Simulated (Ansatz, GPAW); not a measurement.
This is a calculation of Au (Gold) for Ansatz 0.2.0. 

input.yaml

```yaml
crystal:
  lattice:
    - [0.0, 2.035, 2.035]
    - [2.035, 0.0, 2.035]
    - [2.035, 2.035, 0.0]
  atoms:
    - { symbol: Au, position: [0.0, 0.0, 0.0] }
hamiltonian:
  xc: pbe
  pseudopotentials: { kind: paw }
kpoints:
  mp_grid: { grid: [11, 11, 11] }
scf:
  occupations: { method: gaussian, width: 0.024 }
output:
  forces: true
  stress: true
  eigenvalues: true
```

Potentials or basis: Ansatz PAW.

Run with:

```bash
$ ansatz run input.yaml --threads 2 --pin off --max-ram 5632MiB --backend cpu --events-out ev --progress --plain --runs-dir out
```

Translate it to GPAW 26.7.0 (ASE script). Potentials or basis there: GPAW PAW data sets (gpaw-data 1.2.1), cutoff 600 eV.

As run (cutoffs and basis follow the program's own potentials, and thresholds, step limits or extra output files can differ):

Contents of run.py:

```python
from ase.dft.bandgap import bandgap
from ase.io import read, write
from ase.units import GPa
from gpaw import GPAW, PW

atoms = read('Au.xyz')

calc = GPAW(mode=PW(600),
            xc='PBE',
            kpts={'size': (11, 11, 11), 'gamma': True},
            occupations={'name': 'methfessel-paxton', 'order': 0, 'width': 0.024},
            nbands=14,
            convergence={'density': 1e-05, 'energy': 1e-05},
            maxiter=150,
            txt='gpaw.txt')
atoms.calc = calc
energy = atoms.get_potential_energy()
forces = atoms.get_forces()
stress = atoms.get_stress()
calc.write('gs.gpw')
write('result.traj', atoms)
print(f'Energy: {energy:.6f} eV')
print('Forces (eV/A):')
print(forces.round(4))
print('Stress (GPa):', (stress / GPa).round(3))
print('Fermi level:', round(calc.get_fermi_level(), 4), 'eV')
print(f'Gap: {bandgap(calc)[0]:.4f} eV, direct: {bandgap(calc, direct=True)[0]:.4f} eV')
```

File Au.xyz:

```xyz
1
Lattice="0.0000000000 2.0350000000 2.0350000000 2.0350000000 0.0000000000 2.0350000000 2.0350000000 2.0350000000 0.0000000000" Properties=species:S:1:pos:R:3 pbc="T T T"
Au     0.0000000000      0.0000000000      0.0000000000
```

Potentials or basis: GPAW PAW data sets (gpaw-data 1.2.1), pw.

Launch:

```bash
$ OMP_NUM_THREADS=1 python run.py
```

Both were run:

|  | Ansatz | GPAW |
| --- | --- | --- |
| Pressure | 10.8 GPa | 13.4 GPa |

Ansatz's pressure holds a Pulay term of +0.06 GPa for its cutoff of 420 eV, which the other run lacks.

The potentials hold 19 and 11 valence electrons a cell.

Where Ansatz's input types no cutoff or centring, it takes its own default and a Γ-centred mesh.

The two runs disagree by more than potentials and bases usually give (in gap, levels, pressure or energy); the cause wasn't traced.

The cell lies far from this level's equilibrium.

Pressure is positive in compression.
